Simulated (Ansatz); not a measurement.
Crystal: SnSe.

```
Sn Se
1.0
    11.42000    0.00000    0.00000
     0.00000    4.19000    0.00000
     0.00000    0.00000    4.46000
Sn Se
4 4
Direct
  0.87700 0.75000 0.90900
  0.62300 0.25000 0.40900
  0.37700 0.75000 0.59100
  0.12300 0.25000 0.09100
  0.64300 0.75000 0.98400
  0.85700 0.25000 0.48400
  0.14300 0.75000 0.51600
  0.35700 0.25000 0.01600
```

Base run:

* Program: Ansatz 0.2.0
* Functional: RPBE
* Potentials or basis: Ansatz PAW
* Cutoff: 420 eV (not typed: the program's choice for these potentials)
* k mesh: 3 × 6 × 6
* Occupations: fermi-dirac, width 0.05 eV
* Spin: no spin polarisation

Its results: band gap on the k mesh 0.58 eV, indirect (least direct gap 0.75 eV); pressure 4.1 GPa; largest force 0.350 eV/Å.

Question: After a change of settings the same cell gave: band gap on the k mesh 0.66 eV, indirect (least direct gap 0.84 eV); pressure 6.5 GPa; largest force 0.358 eV/Å. Which change was it?
A. functional from RPBE to BLYP
B. functional from RPBE to revPBE
C. functional from RPBE to PBEsol
D. functional from RPBE to r2SCAN; cutoff from 420 eV (not typed: the program's choice for these potentials) to 500 eV (not typed: the program's choice for these potentials)

Answer: A.

Caveats: spin-orbit coupling is left out, which moves the levels of the heavy elements; the PAW data sets come from PBE, with cores solved anew for the run's functional, which leaves a small shift of forces and pressure.

Runs at the PBE level aren't shown here.
